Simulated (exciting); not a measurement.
# BP (F-43m) in exciting: a series of runs

One crystal, BP, is run at these levels: PBEsol, PBE; tasks: single point.

Program: exciting (release sodium). These are calculated values, not measurements. Logs are shortened: lines on timing, memory, paths and dates and some standing lists are left out, and cuts for length are marked.

## (1) The crystal as given

It takes space group F-43m (No. 216, cubic). The conventional cell has a = 4.538 Å, b = 4.538 Å, c = 4.538 Å, α = 90.00°, β = 90.00°, γ = 90.00°. Around P (site symmetry -43m) lie 4 B at 1.97 Å. B (site symmetry -43m) is surrounded by 4 P at 1.97 Å.

## (2) Single point, PBEsol

input.xml reads:

```xml
<input>
  <title>BP</title>
  <structure speciespath="./" tshift="false">
    <crystal scale="1">
      <basevect>0.000000000000 4.287788576776 4.287788576776</basevect>
      <basevect>4.287788576776 0.000000000000 4.287788576776</basevect>
      <basevect>4.287788576776 4.287788576776 0.000000000000</basevect>
    </crystal>
    <species speciesfile="P.xml" rmt="2">
      <atom coord="0.250000000000 0.250000000000 0.250000000000"/>
    </species>
    <species speciesfile="B.xml" rmt="1.45">
      <atom coord="0.000000000000 0.000000000000 0.000000000000"/>
    </species>
  </structure>
  <groundstate do="fromscratch" ngridk="10 10 10" rgkmax="7" gmaxvr="14" lmaxapw="10" lmaxmat="10" lmaxvr="8" xctype="GGA_PBE_SOL" stype="Gaussian" swidth="0.00367493" nempty="10" ValenceRelativity="iora*" epsengy="1e-05" epspot="1e-05" maxscl="60" tforce="true" outputlevel="high"/>
</input>
```

Potentials or basis: all-electron LAPW+lo, shipped species files, valence relativity iora*.

Command:

```bash
$ OMP_NUM_THREADS=1 exciting_smp
```

INFO.OUT:

```text
================================================================================
EXCITING SODIUM started
[... 10 lines left out ...]

 Lattice vectors (cartesian) :
      0.0000000000      4.2877885768      4.2877885768
      4.2877885768      0.0000000000      4.2877885768
      4.2877885768      4.2877885768      0.0000000000

 Reciprocal lattice vectors (cartesian) :
     -0.7326836660      0.7326836660      0.7326836660
      0.7326836660     -0.7326836660      0.7326836660
      0.7326836660      0.7326836660     -0.7326836660

 Unit cell volume                           :     157.6631083321
 Brillouin zone volume                      :       1.5732926749

 Species :    1 (P)
     parameters loaded from                 :    P.xml
     name                                   :    phosphorus
     nuclear charge                         :     -15.00000000
     electronic charge                      :      15.00000000
     atomic mass                            :   56461.71408000
     muffin-tin radius                      :       2.00000000
     # of radial points in muffin-tin       :     300

     atomic positions (lattice) :
       1 :   0.25000000  0.25000000  0.25000000

 Species :    2 (B)
     parameters loaded from                 :    B.xml
     name                                   :    boron
     nuclear charge                         :      -5.00000000
     electronic charge                      :       5.00000000
     atomic mass                            :   19707.24741000
     muffin-tin radius                      :       1.45000000
     # of radial points in muffin-tin       :     250

     atomic positions (lattice) :
       1 :   0.00000000  0.00000000  0.00000000

 Total number of atoms per unit cell        :       2

 Spin treatment                             :    spin-unpolarised

 Number of Bravais lattice symmetries       :      48
 Number of crystal symmetries               :      24

 k-point grid                               :      10   10   10
 Total number of k-points                   :      73
 k-point set is reduced with crystal symmetries

 R^MT_min * |G+k|_max (rgkmax)              :       7.00000000
 Species with R^MT_min                      :       2 (B)
 Maximum |G+k| for APW functions            :       4.82758621
 Maximum |G| for potential and density      :      14.00000000
 Polynomial order for pseudochg. density    :       9

 G-vector grid sizes                        :      30    30    30
 Total number of G-vectors                  :    7391

 Maximum angular momentum used for
     APW functions                          :      10
     computing H and O matrix elements      :      10
     potential and density                  :       8
     inner part of muffin-tin               :       2

 Total nuclear charge                       :     -20.00000000
 Total electronic charge                    :      20.00000000
 Total core charge                          :      12.00000000
 Total valence charge                       :       8.00000000

 Effective Wigner radius, r_s               :       1.23463095

 Number of empty states                     :      10
 Total number of valence states             :      15

 Maximum Hamiltonian size                   :     319
 Maximum number of plane-waves              :     311
 Total number of local-orbitals             :       8

 Exchange-correlation type                  :      22
     PBEsol, Phys. Rev. Lett. 100, 136406 (2008)
     Generalised gradient approximation (GGA)

 Smearing scheme                            :    Gaussian
 Smearing width                             :       0.00367493

 Using multisecant Broyden potential mixing
[... 6 lines left out ...]
* Groundstate module started                                                   *
********************************************************************************
 Output level for this task is set to high

++++++++++++++++++++++++++++++++++++++++++++++++++++++++++++++++++++++++++++++++
[... 5 lines left out ...]
+ SCF iteration number :    1                                                  +
++++++++++++++++++++++++++++++++++++++++++++++++++++++++++++++++++++++++++++++++
 Total energy                               :      -366.45419315
 _______________________________________________________________
 Fermi energy                               :         0.29120371
 Kinetic energy                             :       366.99980184
 Coulomb energy                             :      -706.82882180
 Exchange energy                            :       -25.73955434
 Correlation energy                         :        -0.88561885
 Sum of eigenvalues                         :      -200.05301671
 Effective potential energy                 :      -567.05281855
 Coulomb potential energy                   :      -532.33268711
 xc potential energy                        :       -34.72013144
 Hartree energy                             :       111.24098751
 Electron-nuclear energy                    :      -754.81466212
 Nuclear-nuclear energy                     :       -63.25514718
 Madelung energy                            :      -440.66247824
 Core-electron kinetic energy               :         0.00000000
[... 391 lines left out ...]
 RMS change in effective potential (target) :  0.545528E-01  ( 0.100000E-04)
 Absolute change in total energy   (target) :  0.343210E-01  ( 0.100000E-04)
 Charge distance                   (target) :  0.309349E-03  ( 0.100000E-04)
 Abs. change in max-nonIBS-force   (target) :   0.00000      ( 0.500000E-04)

++++++++++++++++++++++++++++++++++++++++++++++++++++++++++++++++++++++++++++++++
[... 5 further cycles ...]
+ SCF iteration number :   16                                                  +
++++++++++++++++++++++++++++++++++++++++++++++++++++++++++++++++++++++++++++++++
 Total energy                               :      -366.28826664
 _______________________________________________________________
 Fermi energy                               :         0.31467195
 Kinetic energy                             :       367.23178802
 Coulomb energy                             :      -706.91936172
 Exchange energy                            :       -25.71146649
 Correlation energy                         :        -0.88922645
 Sum of eigenvalues                         :      -199.65869660
 Effective potential energy                 :      -566.89048462
 Coulomb potential energy                   :      -532.20251501
 xc potential energy                        :       -34.68796961
 Hartree energy                             :       111.46169953
 Electron-nuclear energy                    :      -755.12591406
 Nuclear-nuclear energy                     :       -63.25514718
 Madelung energy                            :      -440.81810421
 Core-electron kinetic energy               :         0.00000000
[... 396 lines left out ...]
 RMS change in effective potential (target) :  0.615394E-07  ( 0.100000E-04)
 Absolute change in total energy   (target) :  0.428301E-05  ( 0.100000E-04)
 Charge distance                   (target) :  0.242564E-07  ( 0.100000E-04)
 Abs. change in max-nonIBS-force   (target) :   0.00000      ( 0.500000E-04)

++++++++++++++++++++++++++++++++++++++++++++++++++++++++++++++++++++++++++++++++
| Convergency criteria checked for the last 2 iterations                       +
| Convergence targets achieved. Performing final SCF iteration                 +
++++++++++++++++++++++++++++++++++++++++++++++++++++++++++++++++++++++++++++++++
 Total energy                               :      -366.28766005
 _______________________________________________________________
 Fermi energy                               :         0.31467261
 Kinetic energy                             :       367.23204767
 Coulomb energy                             :      -706.91903447
 Exchange energy                            :       -25.71144695
 Correlation energy                         :        -0.88922630
 Sum of eigenvalues                         :      -199.65838212
 Effective potential energy                 :      -566.89042979
 Coulomb potential energy                   :      -532.20248635
 xc potential energy                        :       -34.68794345
 Hartree energy                             :       111.46140095
 Electron-nuclear energy                    :      -755.12528824
 Nuclear-nuclear energy                     :       -63.25514718
 Madelung energy                            :      -440.81779130
 Core-electron kinetic energy               :         0.00000000

 DOS at Fermi energy (states/Ha/cell)       :         0.00000000

 Electron charges :
     core                                   :        12.00000000
     core leakage                           :         0.00182008
     valence                                :         8.00000000
     interstitial                           :         3.86605660
     charge in muffin-tin spheres :
                  atom     1     P          :        12.91607368
                  atom     2     B          :         3.21786972
     total charge in muffin-tins            :        16.13394340
     total charge                           :        20.00000000

 Estimated fundamental gap                  :         0.04184890
        valence-band maximum at    1      0.0000  0.0000  0.0000
     conduction-band minimum at   35      0.4000  0.4000  0.0000

++++++++++++++++++++++++++++++++++++++++++++++++++++++++++++++++++++++++++++++++
+ Self-consistent loop stopped                                                 +
++++++++++++++++++++++++++++++++++++++++++++++++++++++++++++++++++++++++++++++++
 STATE.OUT is written

--------------------------------------------------------------------------------
- Writing atomic positions and forces                                          -
--------------------------------------------------------------------------------

 Atomic positions (lattice) :
 atom     1   P  :     0.25000000    0.25000000    0.25000000
 atom     2   B  :     0.00000000    0.00000000    0.00000000

 Total atomic forces including IBS (cartesian) :
 atom     1   P  :    -0.00000000   -0.00000000    0.00000000
 atom     2   B  :     0.00000000    0.00000000   -0.00000000

 Atomic force components including IBS (cartesian) :
 atom     1   P  :    -0.00000000    0.00000000    0.00000000   HF force
                 :     0.00000000    0.00000000    0.00000000   core correction
                 :     0.00000000   -0.00000000   -0.00000000   IBS correction
 atom     2   B  :     0.00000000   -0.00000000   -0.00000000   HF force
                 :    -0.00000000    0.00000000   -0.00000000   core correction
                 :    -0.00000000    0.00000000    0.00000000   IBS correction

********************************************************************************
* Groundstate module stopped                                                   *
********************************************************************************

================================================================================
| EXCITING SODIUM stopped                                                      =
================================================================================
```

Wall time 3.6 min (1 thread of Arm Neoverse V2, shared host); peak memory 0.12 GiB.

Results:

```yaml
Free_energy: -9967.1950 eV
Band_gap_on_the_k_mesh: 1.14 eV, indirect (least direct gap 3.36 eV)
All_electrons_inside_the_program's_atomic_spheres: P 12.92; B 3.22 (radii P 2.0, B 1.45 bohr)
```

A k mesh can miss the band edges. Expect the measured gap to be larger: semilocal functionals such as PBEsol lack the derivative discontinuity.

## (3) Single point, PBE

input.xml reads:

```xml
<input>
  <title>BP</title>
  <structure speciespath="./" tshift="false">
    <crystal scale="1">
      <basevect>6.063848752149 0.000000000000 0.000000000000</basevect>
      <basevect>3.031924376075 5.251447064128 0.000000000000</basevect>
      <basevect>3.031924376075 1.750482354709 4.951111773368</basevect>
    </crystal>
    <species speciesfile="P.xml" rmt="2">
      <atom coord="0.750000000000 0.750000000000 0.750000000000"/>
    </species>
    <species speciesfile="B.xml" rmt="1.45">
      <atom coord="0.000000000000 0.000000000000 0.000000000000"/>
    </species>
  </structure>
  <groundstate do="fromscratch" ngridk="10 10 10" rgkmax="7" gmaxvr="14" lmaxapw="10" lmaxmat="10" lmaxvr="8" xctype="GGA_PBE" stype="Gaussian" swidth="0.00073499" nempty="10" ValenceRelativity="iora*" epsengy="1e-05" epspot="1e-05" maxscl="60" tforce="true" outputlevel="normal"/>
  <properties>
    <chargedensityplot>
      <plot3d>
        <box grid="17 17 17">
          <origin coord="0 0 0"/>
          <point coord="1 0 0"/>
          <point coord="0 1 0"/>
          <point coord="0 0 1"/>
        </box>
      </plot3d>
    </chargedensityplot>
    <elfplot>
      <plot3d>
        <box grid="17 17 17">
          <origin coord="0 0 0"/>
          <point coord="1 0 0"/>
          <point coord="0 1 0"/>
          <point coord="0 0 1"/>
        </box>
      </plot3d>
    </elfplot>
    <exccplot>
      <plot3d>
        <box grid="17 17 17">
          <origin coord="0 0 0"/>
          <point coord="1 0 0"/>
          <point coord="0 1 0"/>
          <point coord="0 0 1"/>
        </box>
      </plot3d>
    </exccplot>
  </properties>
</input>
```

Potentials or basis: all-electron LAPW+lo, shipped species files, valence relativity iora*.

Command:

```bash
$ OMP_NUM_THREADS=1 exciting_smp
```

INFO.OUT:

```text
================================================================================
EXCITING SODIUM started
All units are atomic (Hartree, Bohr, etc.)
================================================================================

********************************************************************************
* Ground-state run starting from atomic densities                              *
********************************************************************************

++++++++++++++++++++++++++++++++++++++++++++++++++++++++++++++++++++++++++++++++
+ Starting initialization                                                      +
++++++++++++++++++++++++++++++++++++++++++++++++++++++++++++++++++++++++++++++++

 Lattice vectors (cartesian) :
      6.0638487521      0.0000000000      0.0000000000
      3.0319243761      5.2514470641      0.0000000000
      3.0319243761      1.7504823547      4.9511117734

 Reciprocal lattice vectors (cartesian) :
      1.0361711784     -0.5982337088     -0.4230151122
      0.0000000000      1.1964674175     -0.4230151122
[... 720 lines left out ...]
 Exchange energy                            :       -26.54932503
 Correlation energy                         :        -0.77710356
[... 14 lines left out ...]
 Estimated fundamental gap                  :         0.04585956
        valence-band maximum at    1      0.0000  0.0000  0.0000
     conduction-band minimum at   35      0.4000  0.4000  0.0000

++++++++++++++++++++++++++++++++++++++++++++++++++++++++++++++++++++++++++++++++
+ Self-consistent loop stopped                                                 +
++++++++++++++++++++++++++++++++++++++++++++++++++++++++++++++++++++++++++++++++
 STATE.OUT is written

--------------------------------------------------------------------------------
- Writing atomic positions and forces                                          -
--------------------------------------------------------------------------------

 Atomic positions (lattice) :
 atom     1   P  :     0.75000000    0.75000000    0.75000000
 atom     2   B  :     0.00000000    0.00000000    0.00000000

 Total atomic forces including IBS (cartesian) :
 atom     1   P  :    -0.00000000   -0.00000000    0.00000000
 atom     2   B  :     0.00000000    0.00000000   -0.00000000

 Atomic force components including IBS (cartesian) :
 atom     1   P  :     0.00000000    0.00000000    0.00000000   HF force
                 :    -0.00000000   -0.00000000   -0.00000000   core correction
                 :    -0.00000000    0.00000000   -0.00000000   IBS correction
 atom     2   B  :    -0.00000000   -0.00000000   -0.00000000   HF force
                 :     0.00000000    0.00000000    0.00000000   core correction
                 :     0.00000000   -0.00000000    0.00000000   IBS correction

********************************************************************************
* Groundstate module stopped                                                   *
********************************************************************************

================================================================================
| EXCITING SODIUM stopped                                                      =
================================================================================
```

Run time: 2.7 min. Hardware: 1 thread of Arm Neoverse V2, shared host; peak memory 0.12 GiB.

What came out:

- Free energy: -9986.0379 eV
- Band gap on the k mesh: 1.25 eV, indirect (least direct gap 3.41 eV)
- All electrons inside the program's atomic spheres: P 12.92; B 3.22 (radii P 2.0, B 1.45 bohr)

A k mesh can miss the band edges. As with any semilocal functional, this PBE gap is likely too small.
